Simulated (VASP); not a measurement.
Set up this calculation in VASP 6.6.1, as the native input.

| Quantity | Value |
| --- | --- |
| Task | relaxation of cell and atoms |
| Functional | LDA |
| Potentials or basis | VASP PAW LDA potentials, release 64 (In_d, Se) |
| Cutoff | 600 eV |
| k mesh | 8 × 8 × 8 |
| Occupations | gaussian, width 0.02 eV |
| Spin | no spin polarisation |
| Ladder | gaps |
| Further INCAR settings | ALGO = Normal; EDIFF = 1e-07; IBRION = 2; EDIFFG = -0.01; NSW = 60; ISIF = 3 |

The structure of InSe lies in POSCAR:

```
InSe
1.0
    2.0000000000      1.1547005384      8.4400000000
   -2.0000000000      1.1547005384      8.4400000000
    0.0000000000     -2.3094010768      8.4400000000
In Se
2 2
Direct
    0.8886000000      0.8886000000      0.8886000000
    0.0000000000      0.0000000000      0.0000000000
    0.1719000000      0.1719000000      0.1719000000
    0.3835000000      0.3835000000      0.3835000000
```

The input as run:

INCAR

```
ALGO = Normal ; EDIFF = 1E-7
EDIFFG = -0.01 ; ENCUT = 600
IBRION = 2 ; ISIF = 3
ISMEAR = 0 ; KPAR = 2
LASPH = True ; LCHARG = False
LREAL = False ; LWAVE = False
NELM = 60 ; NSW = 60
PREC = Accurate ; SIGMA = 0.02
```

KPOINTS

```
k-points
0
Gamma
  8 8 8
```

Potentials or basis: VASP PAW LDA potentials, release 64 (In_d, Se).

Command:

```bash
$ cat potpaw_LDA.64/In_d/POTCAR potpaw_LDA.64/Se/POTCAR > POTCAR
$ mpirun -np 2 vasp_std > vasp.out
```

It gave:

* Relaxed volume: 27.85 Å³/atom
* Relaxed cell: a = 8.457 Å, b = 8.457 Å, c = 8.457 Å, α = 27.18°, β = 27.18°, γ = 27.18°
* Space group after relaxing (to 0.05 Å): R3m (No. 160)
* Energy gained by relaxing: 7.1 meV/atom
* Ionic steps: 20
* Pressure after relaxing: 0.0 GPa
* Largest force after relaxing: 0.005 eV/Å
* Band gap on the k mesh: 0.21 eV, direct

Caveat: spin-orbit coupling is left out, which moves the levels of the heavy elements.

Wall time 38 min on 2 MPI ranks on Intel(R) Xeon(R) 6975P-C (Granite Rapids), on a shared host, peak memory 0.63 GiB a rank.
